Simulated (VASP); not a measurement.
An input for Ansatz (written as the equivalent of a VASP run, and not itself run):

Ansatz 0.2 input:
```yaml
crystal:
  lattice:
    - [4.4695091, 0.0000000, 0.0000000]
    - [0.0000000, 4.4695091, 0.0000000]
    - [0.0000000, 0.0000000, 3.0914000]
  atoms:
    - { symbol: Ru, position: [0.0000000, 0.0000000, 0.0000000] }
    - { symbol: Ru, position: [0.5000000, 0.5000000, 0.5000000] }
    - { symbol: O, position: [0.3061414, 0.3061414, 0.0000000] }
    - { symbol: O, position: [0.8061414, 0.1938586, 0.5000000] }
    - { symbol: O, position: [0.1938586, 0.8061414, 0.5000000] }
    - { symbol: O, position: [0.6938586, 0.6938586, 0.0000000] }
kpoints:
  mp_grid: { grid: [6, 6, 9] }
hamiltonian:
  xc: pbesol
  pseudopotentials: { kind: paw }
scf:
  occupations: { method: methfessel_paxton, width: 0.1 }
  max_iter: 100
relax:
  max_steps: 60
  f_tol: 0.02
  cell: {}
output: { forces: true, stress: true, eigenvalues: true }
```

Q: Write the VASP files for the same calculation (PBEsol).

A: One answer among several that fit: 
INCAR:
```
SYSTEM = RuO2
PREC = Accurate; ENCUT = 520; LREAL = .False.
LASPH = .True.
EDIFF = 1E-6; NELM = 100; ALGO = Normal
LMAXMIX = 4
ISMEAR = 1; SIGMA = 0.1
GGA = PS
IBRION = 2; NSW = 60; ISIF = 3
EDIFFG = -0.02
LWAVE = .False.; LCHARG = .False.
```

### POSCAR
```
RuO2
1.0
  4.4695091028   0.0000000000   0.0000000000
  0.0000000000   4.4695091028   0.0000000000
  0.0000000000   0.0000000000   3.0914000439
Ru O
2 4
Direct
  0.0000000000   0.0000000000   0.0000000000
  0.5000000000   0.5000000000   0.5000000000
  0.3061413838   0.3061413838   0.0000000000
  0.8061413838   0.1938586162   0.5000000000
  0.1938586162   0.8061413838   0.5000000000
  0.6938586162   0.6938586162   0.0000000000
```

File KPOINTS:
```
K-points
0
G
  6 6 9
0 0 0
```

POTCAR, in this order: Ru_pv O (PBE.64 set). Program: vasp_std.

What does not carry over: each code has its own PAW files, so the cut-off isn't converted (ENCUT is set for VASP's; basis.ecutwfc is left out, and Ansatz then takes the one that its files recommend); Ansatz stops its SCF on the density residual and VASP on the energy change (EDIFF).

The compound is RuO2 in the rutile structure. This run relaxes it. Symmetry was kept, so distortions that lower it aren't found. The start is the result of an earlier pass.
